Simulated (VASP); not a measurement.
# InAs (F-43m) in VASP: a series of runs

Runs on InAs. Level: PBE. Tasks: relaxation of the atoms.

All numbers are computed with VASP 6.6.1; they aren't measurements. Logs are shortened: lines on timing, memory, paths and dates and some standing lists are left out, and cuts for length are marked.

### Step 1. The undisturbed crystal

The structure is cubic, space group F-43m (No. 216). The conventional cell has a = 6.036 Å, b = 6.036 Å, c = 6.036 Å, α = 90.00°, β = 90.00°, γ = 90.00°. In (site symmetry -43m) is surrounded by 4 As at 2.61 Å. Around As (site symmetry -43m) lie 4 In at 2.61 Å.

### Step 2. Relaxation of the atoms, PBE (a relaxed cell with its volume scaled by 0.96)

The input, INCAR:

```
ALGO     = Normal         # electronic algorithm
EDIFF    = 1E-7           # SCF threshold, eV
EDIFFG   = -0.01          # ionic threshold
ENCUT    = 300            # plane-wave cutoff, eV
GGA      = PE             # functional
IBRION   = 2              # ionic algorithm
ISIF     = 2              # what is computed and relaxed
ISMEAR   = 0              # smearing method
LASPH    = T              # aspherical terms in the spheres
LCHARG   = F              # write CHGCAR
LREAL    = F              # projectors in reciprocal space
LWAVE    = F              # write WAVECAR
NELM     = 80             # most SCF steps
NSW      = 40             # ionic steps
PREC     = Accurate       # precision mode
SIGMA    = 0.03           # smearing width, eV
```

The input, KPOINTS:

```
k-points
0
Gamma
  5 5 5
```

The input, POSCAR:

```
InAs                                    
1.0
    0.0000000000      3.0662807208      3.0662807208
    3.0662807208      0.0000000000      3.0662807208
    3.0662807208      3.0662807208      0.0000000000
  In              As            
     1     1
Direct
     0.0000000000000000    0.0000000000000000    0.0000000000000000
     0.2500000000000000    0.2500000000000000    0.2500000000000000
```

Potentials or basis: VASP PAW PBE potentials, release 64 (In, As).

The run is started by

```console
cat potpaw_PBE.64/In/POTCAR potpaw_PBE.64/As/POTCAR > POTCAR
mpirun -np 1 vasp_std > vasp.out
```

OUTCAR:

```text
EDIFF = 1E-7
   EDIFFG = -0.01
   ENCUT = 300
   GGA = PE
   IBRION = 2
   ISIF = 2
   ISMEAR = 0
   LASPH = T
   LREAL = F
   NELM = 80
   NSW = 40
   PREC = Accurate

 ion  position               nearest neighbor table
   1  0.000  0.000  0.000-   2 2.66   2 2.66   2 2.66   2 2.66
   2  0.250  0.250  0.250-   1 2.66   1 2.66   1 2.66   1 2.66

  LATTYP: Found a face centered cubic cell.
 ALAT       =     6.1325614416

  Lattice vectors:

 A1 = (   0.0000000000,   3.0662807208,   3.0662807208)
 A2 = (   3.0662807208,   0.0000000000,   3.0662807208)
 A3 = (   3.0662807208,   3.0662807208,   0.0000000000)

Analysis of symmetry for initial positions (statically):
=====================================================================
 Subroutine PRICEL returns:
 Original cell was already a primitive cell.

 Routine SETGRP: Setting up the symmetry group for a
 face centered cubic supercell.

 Subroutine GETGRP returns: Found 24 space group operations
 (whereof 24 operations were pure point group operations)
 out of a pool of 48 trial point group operations.

The static configuration has the point symmetry T_d .

Analysis of symmetry for dynamics (positions and initial velocities):
=====================================================================
 Subroutine PRICEL returns:
 Original cell was already a primitive cell.

 Routine SETGRP: Setting up the symmetry group for a
 face centered cubic supercell.

 Subroutine GETGRP returns: Found 24 space group operations
 (whereof 24 operations were pure point group operations)
 out of a pool of 48 trial point group operations.

The dynamic configuration has the point symmetry T_d .

 Subroutine INISYM returns: Found 24 space group operations
 (whereof 24 operations are pure point group operations),
 and found     1 'primitive' translations

----------------------------------------------------------------------------------------

                                     Primitive cell

  volume of cell :      57.6588

  direct lattice vectors                    reciprocal lattice vectors
     0.000000000  3.066280721  3.066280721    -0.163064000  0.163064000  0.163064000
     3.066280721  0.000000000  3.066280721     0.163064000 -0.163064000  0.163064000
     3.066280721  3.066280721  0.000000000     0.163064000  0.163064000 -0.163064000

  length of vectors
     4.336375781  4.336375781  4.336375781     0.282435133  0.282435133  0.282435133

  position of ions in fractional coordinates (direct lattice)
     0.000000000  0.000000000  0.000000000
     0.250000000  0.250000000  0.250000000

  ion indices of the primitive-cell ions
   primitive index   ion index
                 1           1
                 2           2

----------------------------------------------------------------------------------------

 KPOINTS: k-points

Automatic generation of k-mesh.
 Grid dimensions read from file:
 generate k-points for:    5    5    5

 Generating k-lattice:

  Cartesian coordinates                     Fractional coordinates (reciprocal lattice)
    -0.032612800  0.032612800  0.032612800     0.200000000  0.000000000  0.000000000
     0.032612800 -0.032612800  0.032612800     0.000000000  0.200000000  0.000000000
     0.032612800  0.032612800 -0.032612800     0.000000000  0.000000000  0.200000000

  Length of vectors
     0.056487027  0.056487027  0.056487027

  Shift w.r.t. Gamma in fractional coordinates (k-lattice)
     0.000000000  0.000000000  0.000000000

 Subroutine IBZKPT returns following result:
 ===========================================

 Found     10 irreducible k-points:

 Following reciprocal coordinates:
            Coordinates               Weight
  0.000000  0.000000  0.000000      1.000000
  0.200000  0.000000  0.000000      8.000000
  0.400000  0.000000  0.000000      8.000000
  0.200000  0.200000  0.000000      6.000000
  0.400000  0.200000  0.000000     24.000000
 -0.400000  0.200000  0.000000     24.000000
 -0.200000  0.200000  0.000000     12.000000
  0.400000  0.400000  0.000000      6.000000
 -0.400000  0.400000  0.000000     12.000000
 -0.400000  0.400000  0.200000     24.000000
   k-points           NKPTS =     10   k-points in BZ     NKDIM =     10   number of bands    NBANDS=      8
   number of dos      NEDOS =    301   number of ions     NIONS =      2
   total plane-waves  NPLWV =  13824
   dimension x,y,z NGX =    24 NGY =   24 NGZ =   24
   dimension x,y,z NGXF=    48 NGYF=   48 NGZF=   48
   ions per type =               1   1
   NGX,Y,Z   is equivalent  to a cutoff of   9.20,  9.20,  9.20 a.u.
   NGXF,Y,Z  is equivalent  to a cutoff of  18.40, 18.40, 18.40 a.u.
 SYSTEM =  unknown system
   PREC   = accura    normal or accurate (medium, high low for compatibility)
   ISTART =      0    job   : 0-new  1-cont  2-samecut
   ICHARG =      2    charge: 1-file 2-atom 10-const
   ISPIN  =      1    spin polarized calculation?
   LNONCOLLINEAR =      F non collinear calculations
   LSORBIT =      F    spin-orbit coupling
   LASPH  =      T    aspherical Exc in radial PAW
   ENCUT  =  300.0 eV  22.05 Ry    4.70 a.u.   6.12  6.12  6.12*2*pi/ulx,y,z
   NELM   =     80;   NELMIN=  2; NELMDL= -5     # of ELM steps
   EDIFF  = 0.1E-06   stopping-criterion for ELM
   LREAL  =      F    real-space projection
   EDIFFG = -.1E-01   stopping-criterion for IOM
   NSW    =     40    number of steps for IOM
   IBRION =      2    ionic relax: 0-MD 1-quasi-New 2-CG
   NFREE  =      1    steps in history (QN), initial steepest desc. (CG)
   ISIF   =      2    stress and relaxation
   ISYM   =      2    0-nonsym 1-usesym 2-fastsym
   POTIM  = 0.5000    time-step for ionic-motion
   TEBEG  =    0.0;   TEEND  =   0.0 temperature during run
   PSTRESS=    0.0 pullay stress
   NELECT =       8.0000    total number of electrons
   NUPDOWN=      -1.0000    fix difference up-down
   EMIN   =  10.00;   EMAX   =-10.00  energy-range for DOS
   EFERMI =   0.00;   METHOD = LEGACY
   ISMEAR =     0;   SIGMA  =   0.03  broadening in eV -4-tet -1-fermi 0-gaus
   EFERMI_NEDOS =   21; number of points for ismear=-14 and -15
   IALGO  =     38    algorithm
   IMIX   =      4    mixing-type and parameters
     AMIX     =   0.40;   BMIX     =  1.00
     AMIX_MAG =   1.60;   BMIX_MAG =  1.00
  volume/ion in A,a.u.               =      28.83       194.55
  Fermi-wavevector in a.u.,A,eV,Ry     =   0.847519  1.601579  9.772914  0.718289
  Thomas-Fermi vector in A             =   1.963038
   LORBIT       =      0    0 simple, 1 ext, 2 COOP (PROOUT), +10 PAW based schemes
   GGA     = PE    functional components
   LHFCALC =     F    Hartree Fock is set to
   AEXX    =    0.0000 exact exchange contribution
   IVDW    =     0    specifies the selected vdW correction
   LEPSILON=     F    determine dielectric tensor
   LRPA    =     F    only Hartree local field effects (RPA)
 conjugate gradient relaxation of ions
 non-spin polarized calculation
 Gauss-broadening in eV      SIGMA  =   0.03
  energy-cutoff  :      300.00
  volume of cell :       57.66
 maximum number of plane-waves:       701
   NGX = 13   NGY = 13   NGZ = 13

 number of electron       7.9999998 magnetization

 Free energy of the ion-electron system (eV)
  ---------------------------------------------------
  ext. energy  EPLUGINS =         0.00000000
  ---------------------------------------------------
  free energy    TOTEN  =        -7.63878638 eV

  energy without entropy =       -7.63841615  energy(sigma->0) =       -7.63860126

 E-fermi :   2.9709     XC(G=0):  -8.6815

 val. band max:        2.9618009417   @ k =   0.0000   0.0000   0.0000
 cond. band min:       3.9157358567   @ k =   0.4000   0.0000   0.0000
 fundamental gap:      0.9539349150
 Fermi energy:         2.9709376215

 k-point     1 :       0.0000    0.0000    0.0000
  band No.  band energies     occupation
      1      -8.6184      2.00000
      2       2.5942      2.00000
      3       2.9618      1.33334
      4       2.9618      1.33334
      5       2.9618      1.33332
      6       6.8728      0.00000
      7       6.8728      0.00000
      8       6.8728      0.00000

 k-point     2 :       0.2000    0.0000    0.0000
  band No.  band energies     occupation
      1      -8.2949      2.00000
      2       0.0010      2.00000
      3       2.5724      2.00000
      4       2.5724      2.00000
      5       4.1553      0.00000
      6       7.4138      0.00000
      7       7.4138      0.00000
      8       7.4910      0.00000

 k-point     3 :       0.4000    0.0000    0.0000
  band No.  band energies     occupation
      1      -7.5946      2.00000
      2      -2.2107      2.00000
      3       2.1035      2.00000
      4       2.1035      2.00000
      5       3.9157      0.00000
      6       7.6506      0.00000
      7       7.6506      0.00000
      8       9.5351      0.00000

 k-point     4 :       0.2000    0.2000    0.0000
  band No.  band energies     occupation
      1      -8.1843      2.00000
      2      -0.0587      2.00000
      3       1.9545      2.00000
      4       1.9545      2.00000
      5       5.3515      0.00000
      6       5.6460      0.00000
      7       8.4545      0.00000
      8       8.4545      0.00000

 k-point     5 :       0.4000    0.2000    0.0000
  band No.  band energies     occupation
      1      -7.5778      2.00000
      2      -1.7505      2.00000
      3       1.0284      2.00000
      4       1.5036      2.00000
      5       5.3035      0.00000
      6       6.6238      0.00000
      7       8.4193      0.00000
      8       9.0435      0.00000

 k-point     6 :      -0.4000    0.2000    0.0000
  band No.  band energies     occupation
      1      -7.2592      2.00000
      2      -2.4244      2.00000
      3       0.3962      2.00000
      4       1.6880      2.00000
      5       5.2786      0.00000
      6       7.4009      0.00000
      7       8.5852      0.00000
      8       9.6115      0.00000

 k-point     7 :      -0.2000    0.2000    0.0000
  band No.  band energies     occupation
      1      -7.8227      2.00000
      2      -1.2379      2.00000
      3       0.8893      2.00000
      4       2.3361      2.00000
      5       5.2820      0.00000
      6       7.5248      0.00000
      7       7.8382      0.00000
      8       8.0173      0.00000

 k-point     8 :       0.4000    0.4000    0.0000
  band No.  band energies     occupation
      1      -7.2048      2.00000
      2      -2.2803      2.00000
      3       0.9254      2.00000
      4       0.9254      2.00000
      5       4.6700      0.00000
      6       5.2486      0.00000
      7      11.0599      0.00000
      8      11.1462      0.00000

 k-point     9 :      -0.4000    0.4000    0.0000
  band No.  band energies     occupation
      1      -6.9704      2.00000
      2      -2.5893      2.00000
      3       0.0491      2.00000
      4       1.0117      2.00000
      5       4.9867      0.00000
      6       6.5201      0.00000
      7      10.4084      0.00000
      8      10.6602      0.00000

 k-point    10 :      -0.4000    0.4000    0.2000
  band No.  band energies     occupation
      1      -7.0943      2.00000
      2      -2.3799      2.00000
      3       0.1064      2.00000
      4       0.8523      2.00000
      5       6.5479      0.00000
      6       6.7428      0.00000
      7       7.8951      0.00000
      8      10.4222      0.00000

------------------------ aborting loop because EDIFF is reached ----------------------------------------

  FORCE on cell =-STRESS in cart. coord.  units (eV):
  Direction    XX          YY          ZZ          XY          YZ          ZX
  --------------------------------------------------------------------------------------
  -------------------------------------------------------------------------------------
  Total        0.8090037      0.8090037      0.8090037     -0.0000000     -0.0000000      0.0000000
  in kB       22.4799513     22.4799513     22.4799513     -0.0000000     -0.0000000      0.0000000
  external PRESSURE =      22.4799513 kB  Pullay stress =       0.0000000 kB

 VOLUME and BASIS-vectors are now :
 -----------------------------------------------------------------------------
  energy-cutoff  :      300.00
  volume of cell :       57.66
      direct lattice vectors                 reciprocal lattice vectors
     0.000000000  3.066280721  3.066280721    -0.163064000  0.163064000  0.163064000
     3.066280721  0.000000000  3.066280721     0.163064000 -0.163064000  0.163064000
     3.066280721  3.066280721  0.000000000     0.163064000  0.163064000 -0.163064000

 POSITION                                       TOTAL-FORCE (eV/Angst)
 -----------------------------------------------------------------------------------
      0.00000      0.00000      0.00000        -0.000000     -0.000000     -0.000000
      1.53314      1.53314      1.53314         0.000000      0.000000      0.000000
 -----------------------------------------------------------------------------------
    total drift:                               -0.000000     -0.000000     -0.000000

  FREE ENERGIE OF THE ION-ELECTRON SYSTEM (eV)
  ---------------------------------------------------
  free  energy   TOTEN  =        -7.6387863775 eV

  energy  without entropy=       -7.6384161480  energy(sigma->0) =       -7.63860126

 reached required accuracy - stopping structural energy minimisation
```

Wall time 7.2 s (1 thread of Intel Xeon Platinum 8259CL at 2.50GHz (Skylake/Cascade Lake), shared host); peak memory 0.13 GiB.

Results:

```yaml
Free_energy: -7.6388 eV
Pressure_after_relaxing: 2.2 GPa
Band_gap_on_the_k_mesh: none (metal or under the smearing width)
```

Final structure:
```
CELL_PARAMETERS angstrom
0.00000 3.06628 3.06628
3.06628 0.00000 3.06628
3.06628 3.06628 0.00000
ATOMIC_POSITIONS crystal
In 0.00000 0.00000 0.00000
As 0.25000 0.25000 0.25000
```

Caveat: the relaxation stopped at its first step, so nothing moved.

### Step 3. Relaxation of the atoms, PBE (a relaxed cell with its volume scaled by 0.98)

INCAR is that of step 2.

KPOINTS is that of step 2.

The input, POSCAR:

```
InAs                                    
1.0
    0.0000000000      3.0874281526      3.0874281526
    3.0874281526      0.0000000000      3.0874281526
    3.0874281526      3.0874281526      0.0000000000
  In              As            
     1     1
Direct
     0.0000000000000000    0.0000000000000000    0.0000000000000000
     0.2500000000000000    0.2500000000000000    0.2500000000000000
```

Potentials or basis: VASP PAW PBE potentials, release 64 (In, As).

The run is started by

```console
cat potpaw_PBE.64/In/POTCAR potpaw_PBE.64/As/POTCAR > POTCAR
mpirun -np 1 vasp_std > vasp.out
```

OUTCAR:

```text
EDIFF = 1E-7
   EDIFFG = -0.01
   ENCUT = 300
   GGA = PE
   IBRION = 2
   ISIF = 2
   ISMEAR = 0
   LASPH = T
   LREAL = F
   NELM = 80
   NSW = 40
   PREC = Accurate

 ion  position               nearest neighbor table
   1  0.000  0.000  0.000-   2 2.67   2 2.67   2 2.67   2 2.67
   2  0.250  0.250  0.250-   1 2.67   1 2.67   1 2.67   1 2.67

  LATTYP: Found a face centered cubic cell.
 ALAT       =     6.1748563052

  Lattice vectors:

 A1 = (   0.0000000000,   3.0874281526,   3.0874281526)
 A2 = (   3.0874281526,   0.0000000000,   3.0874281526)
[... 284 lines left out ...]
  Direction    XX          YY          ZZ          XY          YZ          ZX
  --------------------------------------------------------------------------------------
  -------------------------------------------------------------------------------------
  Total        0.3929685      0.3929685      0.3929685     -0.0000000      0.0000000     -0.0000000
  in kB       10.6966483     10.6966483     10.6966483     -0.0000000      0.0000000     -0.0000000
  external PRESSURE =      10.6966483 kB  Pullay stress =       0.0000000 kB

 VOLUME and BASIS-vectors are now :
 -----------------------------------------------------------------------------
  energy-cutoff  :      300.00
  volume of cell :       58.86
      direct lattice vectors                 reciprocal lattice vectors
     0.000000000  3.087428153  3.087428153    -0.161947088  0.161947088  0.161947088
     3.087428153  0.000000000  3.087428153     0.161947088 -0.161947088  0.161947088
     3.087428153  3.087428153  0.000000000     0.161947088  0.161947088 -0.161947088

 POSITION                                       TOTAL-FORCE (eV/Angst)
 -----------------------------------------------------------------------------------
      0.00000      0.00000      0.00000         0.000000      0.000000      0.000000
      1.54371      1.54371      1.54371        -0.000000     -0.000000     -0.000000
 -----------------------------------------------------------------------------------
    total drift:                                0.000000      0.000000      0.000000

  FREE ENERGIE OF THE ION-ELECTRON SYSTEM (eV)
  ---------------------------------------------------
  free  energy   TOTEN  =        -7.6511466595 eV

  energy  without entropy=       -7.6507764299  energy(sigma->0) =       -7.65096154

 reached required accuracy - stopping structural energy minimisation
```

OSZICAR:

```text
N       E                     dE             d eps       ncg     rms          rms(c)
DAV:   1     0.124822745631E+02    0.12482E+02   -0.22380E+03   160   0.486E+02
DAV:   2    -0.744632516897E+01   -0.19929E+02   -0.19586E+02   256   0.768E+01
DAV:   3    -0.793041951860E+01   -0.48409E+00   -0.48378E+00   176   0.156E+01
DAV:   4    -0.793265317653E+01   -0.22337E-02   -0.22336E-02   264   0.122E+00
DAV:   5    -0.793265360849E+01   -0.43196E-06   -0.43192E-06   160   0.139E-02    0.444E+00
DAV:   6    -0.769308959871E+01    0.23956E+00   -0.57166E-01   192   0.302E+00    0.251E+00
DAV:   7    -0.765215361114E+01    0.40936E-01   -0.20829E-01   208   0.202E+00    0.713E-01
DAV:   8    -0.765061067222E+01    0.15429E-02   -0.13424E-02   184   0.677E-01    0.191E-01
DAV:   9    -0.765101568605E+01   -0.40501E-03   -0.11164E-03   224   0.219E-01    0.909E-02
DAV:  10    -0.765112802382E+01   -0.11234E-03   -0.18393E-04   200   0.861E-02    0.121E-02
DAV:  11    -0.765114613994E+01   -0.18116E-04   -0.44199E-05   216   0.405E-02    0.166E-02
DAV:  12    -0.765114669732E+01   -0.55738E-06   -0.51247E-06   192   0.115E-02    0.134E-03
DAV:  13    -0.765114656029E+01    0.13704E-06   -0.33978E-07   232   0.388E-03    0.114E-03
DAV:  14    -0.765114665950E+01   -0.99210E-07   -0.33193E-08   168   0.122E-03
   1 F= -.76511467E+01 E0= -.76509615E+01  d E =-.765115E+01
```

CONTCAR:

```text
InAs
   1.00000000000000
     0.0000000000000000    3.0874281525999998    3.0874281525999998
     3.0874281525999998    0.0000000000000000    3.0874281525999998
     3.0874281525999998    3.0874281525999998    0.0000000000000000
  In              As
     1     1
Direct
     0.0000000000000000    0.0000000000000000    0.0000000000000000
     0.2500000000000000    0.2500000000000000    0.2500000000000000

  0.00000000E+00  0.00000000E+00  0.00000000E+00
  0.00000000E+00  0.00000000E+00  0.00000000E+00
```

It took 8.7 s on 1 thread of Intel Xeon Platinum 8259CL at 2.50GHz (Skylake/Cascade Lake), shared host; peak memory 0.15 GiB.

Results:

```
Free energy             : -7.6511 eV
Pressure after relaxing : 1.1 GPa
Band gap on the k mesh  : none (metal or under the smearing width)
```

Final structure:
```
CELL_PARAMETERS angstrom
0.00000 3.08743 3.08743
3.08743 0.00000 3.08743
3.08743 3.08743 0.00000
ATOMIC_POSITIONS crystal
In 0.00000 0.00000 0.00000
As 0.25000 0.25000 0.25000
```

Levels at points of the mesh, in eV from the Fermi level:
| k point | band 2 | band 3 | band 4 | band 5 | band 6 | band 7 |
| --- | --- | --- | --- | --- | --- | --- |
| (0.00, 0.00, 0.00) | -0.48 | -0.01 | -0.01 | -0.01 | 3.89 | 3.89 |

Caveat: the relaxation stopped at its first step, so nothing moved.
